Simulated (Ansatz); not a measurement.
# TiSi (Cmmm) in Ansatz: reference runs

How does TiSi come out in PBEsol? The cell is run as given and disturbed.

Program: Ansatz 0.2.0. These are calculated values, not measurements. Logs are shortened: lines on timing, memory, paths and dates and some standing lists are left out, and cuts for length are marked.

**1. Starting point**

The structure is orthorhombic, space group Cmmm (No. 65). The conventional cell has a = 3.632 Å, b = 4.235 Å, c = 3.804 Å, α = 90.00°, β = 90.00°, γ = 90.00°. Ti (site symmetry mmm) is surrounded by 8 Si at 2.63 to 2.85 Å and 4 Ti at 2.79 Å. Si (site symmetry mmm) has 8 Ti at 2.63 to 2.85 Å and 4 Si at 2.79 Å as nearest neighbours.

The cell comes from a database or a generator and needn't be the stable form of this composition.

**2. Single point, PBEsol**

Input file input.yaml:

```yaml
crystal:
  lattice:
    - [1.816178, -2.117624, 0.0]
    - [1.816178, 2.117624, 0.0]
    - [0.0, 0.0, 3.803934]
  atoms:
    - { symbol: Ti, position: [0.5, 0.5, 0.0] }
    - { symbol: Si, position: [0.0, 0.0, 0.5] }
kpoints:
  mp_grid: { grid: [10, 10, 7] }
scf:
  occupations: { method: fermi_dirac, width: 0.05 }
hamiltonian:
  xc: pbesol
  pseudopotentials: { kind: all_electron, lapw: { basis_error: 0.001 } }
output:
  forces: true
  stress: true
  eigenvalues: true
  populations: true
```

Potentials or basis: all-electron LAPW, scalar-relativistic.

Command:

```
$ ansatz run input.yaml --threads 1 --pin off --max-ram 3072MiB --backend cpu --events-out ev --progress --plain --runs-dir out
```

What it wrote:

```text
Warning: RAYON_NUM_THREADS=1 ignored (pool sized by the plan → 1); use --threads N
Ti: projections on atomic orbitals take those of the free atom 1s2 2s2 2p6 3s2 3p6 3d2 4s2, of charge +0.00 (hamiltonian.pseudopotentials.projection_atoms)
Si: projections on atomic orbitals take those of the free atom 1s2 2s2 2p6 3s2 3p2, of charge +0.00 (hamiltonian.pseudopotentials.projection_atoms)
LAPW: plane waves up to 7.923 Å⁻¹, error target 1.0e-3 eV per atom; small_component_spin mean_spin; Si in spheres of 1.235 Å, 12 of its electrons in bands, Dirac shells []; Ti in spheres of 1.395 Å, 12 of its electrons in bands, Dirac shells [] (how accurate: hamiltonian.pseudopotentials.lapw.basis_error, Limitations)
Engine: ansatz 0.2.0, aarch64-unknown-linux-gnu
Pseudopotentials: kind: all_electron
Pseudopotential: Ti, LAPW, valence charge 12, lapw/all_electron/scalar/gaussian/Ti, Koelling and Harmon's equation, gaussian nucleus
Pseudopotential: Si, LAPW, valence charge 12, lapw/all_electron/scalar/gaussian/Si, Koelling and Harmon's equation, gaussian nucleus
Functional definition: PBEsol
  exchange = pbesol_x
  correlation = pbesol_c
Crystal: 2 atoms, lattice volume = 29.260 Å³
Basis set: ecut = 239.1498789398809 eV, 253 PW (Γ), exchange–correlation at level 2
Bands: 16, of which v1, the nominal top of the filled ones, is band 12 counted from 1 (11 counted from 0)
Symmetry: 8 space group operations
Space group: Cmmm (ITA 65), of the structure as read, at distance tolerance 3.1e-5 Å
k-points: 124 of 700
Non-local potential: Ti, projectors of the file, none
Non-local potential: Si, projectors of the file, none
Initial density: superposition of atomic densities (chi_scale 0.1, normalization cell, long waves kept (reshape's long-wave potential 0.00 eV rms))
Initial wavefunctions: plane waves of lowest kinetic energy (no species holds an atomic orbital)
Functional: x = pbesol(κ = 0.804, μ = 0.12345679012345678), c = pbesol(β = 0.046)
iter 1 solved again at ethr=7.69e-4 eV; its pass at ethr=1.00e-1 eV (dr2=1.84e-1 eV) is discarded
SCF iter   1: F=—  HF=-31086.960488 eV  |F-HF|=—  |Δ(HF+E_count)|=         —  Δρ=2.36e-2  dr2=1.84e-1  ethr=7.69e-4  ⟨swp⟩=2.7  Hψ=14000  notcnv=0
preconditioner: auto → none  [metal: Δε(μ)=0.021 eV  Ē_g=6.355 eV  σ=0.050 eV  W_gap=0.11  n_scr=6 (ndim 8)  ℏωp=19.4 eV  f_vac=0.000  D(μ)=1.23/eV (n_scr^D=6)  sad-step TF]
SCF iter   2: F=—  HF=-31086.844140 eV  |F-HF|=—  |Δ(HF+E_count)|=   1.16e-1  Δρ=1.76e-2  dr2=2.21e-1  ethr=7.68e-4  ⟨swp⟩=2.5  Hψ=6306  notcnv=0
SCF iter   3: F=—  HF=-31086.836838 eV  |F-HF|=—  |Δ(HF+E_count)|=   7.30e-3  Δρ=1.54e-2  dr2=1.53e-1  ethr=7.68e-4  ⟨swp⟩=3.0  Hψ=6930  notcnv=0
iter 4 solved again at ethr=1.41e-5 eV; its pass at ethr=6.37e-4 eV (dr2=3.39e-3 eV) is discarded
SCF iter   4: F=—  HF=-31086.774296 eV  |F-HF|=—  |Δ(HF+E_count)|=   6.25e-2  Δρ=3.41e-3  dr2=3.37e-3  ethr=1.41e-5  ⟨swp⟩=2.0  Hψ=10215  notcnv=0
SCF iter   5: F=—  HF=-31086.773949 eV  |F-HF|=—  |Δ(HF+E_count)|=         —  Δρ=5.62e-4  dr2=2.40e-4  ethr=1.40e-5  ⟨swp⟩=2.0  Hψ=5744  notcnv=0
the basis was enlarged: its passes take 348.1 KiB over the memory plan, 1 of 1 planned eigensolver slots
SCF iter   6: F=—  HF=-31086.773851 eV  |F-HF|=—  |Δ(HF+E_count)|=   9.71e-5  Δρ=7.27e-5  dr2=2.40e-6  ethr=1.00e-6  ⟨swp⟩=2.0  Hψ=5749  notcnv=0
SCF iter   7: F=-31086.773850 eV  HF=-31086.773850 eV  |F-HF|=1.23e-7  |Δ(HF+E_count)|=   1.04e-6  Δρ=1.19e-5  dr2=9.78e-8  ethr=9.99e-9  ⟨swp⟩=3.0  Hψ=6004  notcnv=0
SCF 1 converged in 7 iterations: F = -31086.773850 eV  dr2 = 9.78e-8
SCF converged after 7 iterations
Free energy (F): -31086.773850 eV
Harris-Foulkes:  -31086.773850 eV  (|F-HF|=1.23e-7)
Internal energy: -31086.765063 eV  (E = F + TS)
E sigma→0 (E₀):  -31086.769457 eV
Entropy (-TS):   -0.008787 eV (-4.394 meV/atom)
Fermi energy:    14.314868 eV
--- Per-component energies (eV) ---
  E_band       = -804.213564
  E_kinetic    = 31325.322313
  E_xc         = -1677.190487
  E_electrostatic = -60734.896889  (all electrons and nuclei)
  E_smearing   = -0.008787  (= −TS)
  E_closure    = 0.000000  (closes the sum)
  E_atoms      = -31072.565870  (free atoms, spherical and without spin; not in F)
  Σ components = -31086.773850   (vs F -31086.773850, Δ=0.00e0)
  Basis errors (estimates in eV, not in F): energy 1.2e-4 per atom: plane waves 8.1e-5 (4.2e-5 summed), levels above the bands 8.3e-35, relativity 4.6e-9, radial functions 4.1e-5, core shells 7.4e-8; eigenvalues (radial functions only) 1.5e-6; not estimated: angular momenta, meshes, grids; target (lapw.basis_error) 1.0e-3; muffin-tin radii Si 1.235 Å, Ti 1.395 Å
--- Forces (eV/Å), atoms counted from 1 ---
  atom   1  Ti    -0.00000000     0.00000000     0.00000000
  atom   2  Si     0.00000000     0.00000000     0.00000000
  max |Σ_I F_I| component: 3.94e-31 eV/Å
--- Stress (GPa, compression-positive) ---
       -4.750343       0.000000       0.000000
        0.000000      -4.358384       0.000000
        0.000000       0.000000      -3.841645
  P = ⅓ Tr σ = -4.3168 GPa (-43.168 kbar)
--- Band table (eV; the first three rows and the last of 124) ---
  k-point 0: bands = ["-119.3831", "-75.7020", "-75.6667", "-75.6196", "-42.0933", "-18.6106", "-18.2013", "-18.0900", "2.6537", "11.9388", "12.7015", "13.2269", "16.0185", "16.6830", "17.2472", "19.5339"]
  k-point 1: bands = ["-119.3831", "-75.7020", "-75.6667", "-75.6197", "-42.0929", "-18.6188", "-18.2009", "-18.0897", "2.8459", "10.7154", "13.2794", "13.5978", "15.7496", "16.5334", "17.2615", "20.0787"]
  k-point 2: bands = ["-119.3831", "-75.7019", "-75.6667", "-75.6197", "-42.0921", "-18.6373", "-18.2001", "-18.0890", "3.3585", "9.1635", "13.4032", "14.4115", "15.2924", "16.2503", "17.2936", "21.3072"]
  k-point 123: bands = ["-119.3825", "-75.7055", "-75.6692", "-75.6192", "-41.9550", "-18.6486", "-18.5782", "-18.5016", "9.5585", "10.2019", "11.0467", "11.6379", "15.9528", "16.5701", "17.6236", "18.5300"]
--- Löwdin populations: 2 sites ---
  site symbol       q [e]
     0     Ti     21.6007
     1     Si     14.2715
  spilling = 0.003548 (of n_electrons = 36.000000)
```

populations.tsv:

```text
# site	symbol	l	j	q
# orbitals = lowdin
# n_electrons = 36.000000
# spilling = 0.003548
# projection_atom_Ti: 1s2 2s2 2p6 3s2 3p6 3d2 4s2
# projection_atom_Si: 1s2 2s2 2p6 3s2 3p2
0	Ti	0_1S	-	1.999967
0	Ti	0_2S	-	1.998092
0	Ti	0_3S	-	1.952345
0	Ti	0_4S	-	0.531902
0	Ti	1_2P	-	5.999972
0	Ti	1_3P	-	5.987623
0	Ti	2_3D	-	3.130843
1	Si	0_1S	-	1.999864
1	Si	0_2S	-	1.989514
1	Si	0_3S	-	1.314834
1	Si	1_2P	-	5.997579
1	Si	1_3P	-	2.969751
```

Wall time 14 s (1 thread of Arm Neoverse V2, shared host); peak memory 0.38 GiB.

What came out:

```yaml
Free_energy: -31086.7739 eV
Pressure: -4.3 GPa
Band_gap_on_the_k_mesh: none (metal or under the smearing width)
Loewdin_charges: Ti +0.40; Si -0.27 e
```

Levels at points of the mesh, in eV from the Fermi level:
```csv
k point,band 9,band 10,band 11,band 12,band 13,band 14,band 15,band 16
"(0.00, 0.00, 0.00)",-11.66,-2.38,-1.61,-1.09,1.70,2.37,2.93,5.22
"(0.00, -0.50, 0.00)",-7.57,-6.28,-2.81,-0.80,1.68,2.37,4.30,4.82
"(-0.50, -0.50, 0.00)",-5.76,-3.69,-1.46,-1.24,-0.82,-0.27,2.89,3.20
```

Caveat: the atomic charges don't sum to the cell's charge.

**3. Single point, PBEsol (atoms moved at random, drawn with an rms of 0.05 Å)**

Edit input.yaml of step 2 so:

```diff
@@ -6,4 +6,4 @@
   atoms:
-    - { symbol: Ti, position: [0.5, 0.5, 0.0] }
-    - { symbol: Si, position: [0.0, 0.0, 0.5] }
+    - { symbol: Ti, position: [0.499561, 0.50879, -0.006509] }
+    - { symbol: Si, position: [0.007151, 0.004152, 0.489481] }
 kpoints:
```

Potentials or basis: all-electron LAPW, scalar-relativistic.

Command:

```
$ ansatz run input.yaml --threads 1 --pin off --max-ram 3072MiB --backend cpu --events-out ev --progress --plain --runs-dir out
```

What it wrote:

```text
Warning: RAYON_NUM_THREADS=1 ignored (pool sized by the plan → 1); use --threads N
Ti: projections on atomic orbitals take those of the free atom 1s2 2s2 2p6 3s2 3p6 3d2 4s2, of charge +0.00 (hamiltonian.pseudopotentials.projection_atoms)
Si: projections on atomic orbitals take those of the free atom 1s2 2s2 2p6 3s2 3p2, of charge +0.00 (hamiltonian.pseudopotentials.projection_atoms)
LAPW: plane waves up to 7.923 Å⁻¹, error target 1.0e-3 eV per atom; small_component_spin mean_spin; Si in spheres of 1.220 Å, 12 of its electrons in bands, Dirac shells []; Ti in spheres of 1.395 Å, 12 of its electrons in bands, Dirac shells [] (how accurate: hamiltonian.pseudopotentials.lapw.basis_error, Limitations)
Engine: ansatz 0.2.0, aarch64-unknown-linux-gnu
Pseudopotentials: kind: all_electron
Pseudopotential: Ti, LAPW, valence charge 12, lapw/all_electron/scalar/gaussian/Ti, Koelling and Harmon's equation, gaussian nucleus
Pseudopotential: Si, LAPW, valence charge 12, lapw/all_electron/scalar/gaussian/Si, Koelling and Harmon's equation, gaussian nucleus
Functional definition: PBEsol
  exchange = pbesol_x
  correlation = pbesol_c
Crystal: 2 atoms, lattice volume = 29.260 Å³
Basis set: ecut = 239.14987893529252 eV, 253 PW (Γ), exchange–correlation at level 2
Bands: 16, of which v1, the nominal top of the filled ones, is band 12 counted from 1 (11 counted from 0)
Symmetry: 1 space group operations
Space group: P1 (ITA 1), of the structure as read, at distance tolerance 3.1e-5 Å
k-points: 352 of 700 (time reversal used)
Non-local potential: Ti, projectors of the file, none
Non-local potential: Si, projectors of the file, none
Initial density: superposition of atomic densities (chi_scale 0.1, normalization cell, long waves kept (reshape's long-wave potential 0.00 eV rms))
Initial wavefunctions: plane waves of lowest kinetic energy (no species holds an atomic orbital)
[... 19 lines left out ...]
Entropy (-TS):   -0.008810 eV (-4.405 meV/atom)
Fermi energy:    14.314834 eV
--- Per-component energies (eV) ---
  E_band       = -804.213422
  E_kinetic    = 31325.341348
  E_xc         = -1677.193910
  E_electrostatic = -60734.911113  (all electrons and nuclei)
  E_smearing   = -0.008810  (= −TS)
  E_closure    = 0.000000  (closes the sum)
  E_atoms      = -31072.565870  (free atoms, spherical and without spin; not in F)
  Σ components = -31086.772485   (vs F -31086.772485, Δ=0.00e0)
  Basis errors (estimates in eV, not in F): energy 1.3e-4 per atom: plane waves 8.9e-5 (4.6e-5 summed), levels above the bands 7.7e-35, relativity 5.1e-9, radial functions 4.1e-5, core shells 7.4e-8; eigenvalues (radial functions only) 1.3e-6; not estimated: angular momenta, meshes, grids; target (lapw.basis_error) 1.0e-3; muffin-tin radii Si 1.220 Å, Ti 1.395 Å
--- Forces (eV/Å), atoms counted from 1 ---
  atom   1  Ti     0.03222908    -0.02472791    -0.12336666
  atom   2  Si    -0.03222769     0.02472625     0.12335862
  max |Σ_I F_I| component: 8.04e-6 eV/Å
--- Stress (GPa, compression-positive) ---
       -4.734653       0.000309      -0.012634
        0.000309      -4.328596       0.028018
       -0.012634       0.028018      -3.798703
  P = ⅓ Tr σ = -4.2873 GPa (-42.873 kbar)
--- Band table (eV; the first three rows and the last of 352) ---
  k-point 0: bands = ["-119.3827", "-75.7015", "-75.6663", "-75.6192", "-42.0933", "-18.6107", "-18.2015", "-18.0901", "2.6538", "11.9356", "12.7047", "13.2259", "16.0180", "16.6822", "17.2465", "19.5364"]
  k-point 1: bands = ["-119.3827", "-75.7015", "-75.6663", "-75.6192", "-42.0930", "-18.6189", "-18.2011", "-18.0898", "2.8461", "10.7149", "13.2784", "13.5982", "15.7494", "16.5325", "17.2608", "20.0807"]
  k-point 2: bands = ["-119.3827", "-75.7015", "-75.6663", "-75.6192", "-42.0922", "-18.6374", "-18.2004", "-18.0892", "3.3586", "9.1635", "13.4022", "14.4112", "15.2925", "16.2493", "17.2929", "21.3057"]
  k-point 351: bands = ["-119.3821", "-75.7050", "-75.6688", "-75.6187", "-41.9551", "-18.6488", "-18.5784", "-18.5017", "9.5572", "10.2008", "11.0464", "11.6399", "15.9515", "16.5697", "17.6227", "18.5293"]
--- Löwdin populations: 2 sites ---
  site symbol       q [e]
     0     Ti     21.6009
     1     Si     14.2714
  spilling = 0.003548 (of n_electrons = 36.000000)
```

populations.tsv:

```text
# site	symbol	l	j	q
# orbitals = lowdin
# n_electrons = 36.000000
# spilling = 0.003548
# projection_atom_Ti: 1s2 2s2 2p6 3s2 3p6 3d2 4s2
# projection_atom_Si: 1s2 2s2 2p6 3s2 3p2
0	Ti	0_1S	-	1.999967
0	Ti	0_2S	-	1.998091
0	Ti	0_3S	-	1.952329
0	Ti	0_4S	-	0.531883
0	Ti	1_2P	-	5.999972
0	Ti	1_3P	-	5.987610
0	Ti	2_3D	-	3.131065
1	Si	0_1S	-	1.999864
1	Si	0_2S	-	1.989508
1	Si	0_3S	-	1.314751
1	Si	1_2P	-	5.997578
1	Si	1_3P	-	2.969659
```

Wall time 66 s (1 thread of Arm Neoverse V2, shared host); peak memory 0.58 GiB.

Results:

```yaml
Free_energy: -31086.7725 eV
Pressure: -4.3 GPa
Largest_force: 0.130 eV/Å
Band_gap_on_the_k_mesh: none (metal or under the smearing width)
Loewdin_charges: Ti +0.40; Si -0.27 e
```

Forces in eV/Å, atoms in the order of the input:
```
Ti   0.032 -0.025 -0.123
Si  -0.032  0.025  0.123
```

Caveat: the atomic charges don't sum to the cell's charge.
